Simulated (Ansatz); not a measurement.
# Hf: experiment and calculation

**The experiment to reproduce.**

“Reinvestigation of high pressure polymorphism in Hafnium metal”, 2014, arxiv:1405.0345 reports, for a bulk crystal of Hf at 300 K: lattice constant a 3.1975 Å.

The results are compared with them further down.

Level of theory: Ansatz 0.2.0, DFT PBEsol, scalar-relativistic, plane waves, PAW.

Plane waves to 420 eV, a k mesh through Γ of 18×18×8 on the computed 2-atom cell and Gaussian smearing (0.10 eV); no spin polarisation.

Relaxed structure, symmetry kept:

```
CELL_PARAMETERS angstrom
3.15867 0.00000 0.00000
-1.57934 2.73549 0.00000
0.00000 0.00000 5.00008
ATOMIC_POSITIONS crystal
Hf 0.33333 0.66667 0.25000
Hf 0.66667 0.33333 0.75000
```

| Quantity | Value |
| --- | --- |
| Space group | P6_3/mmc (No. 194) |
| Volume per atom | 21.60 Å³ |
| Formation energy from the elements' standard states (uncorrected) | -0.001 eV/atom |
| Kohn–Sham band gap | none (metal) |
| Density of states at the Fermi level | 1.34 states/eV per cell |
| Löwdin character within 0.5 eV of the Fermi level | Hf 5d 89 %, unprojected 5 % |
| Bulk modulus | 114 GPa |
| Its pressure derivative | 3.4 |
| Bader charges (e) | Hf (2 in the cell) 0.00 |

Spin-orbit coupling is left out, which matters for the bands of heavy elements.

A measured lattice constant a of Hf is 3.1975 Å (300 K; the paper above); the calculated 3.159 Å misses it by -1.2 %. The calculation is for 0 K without zero-point motion.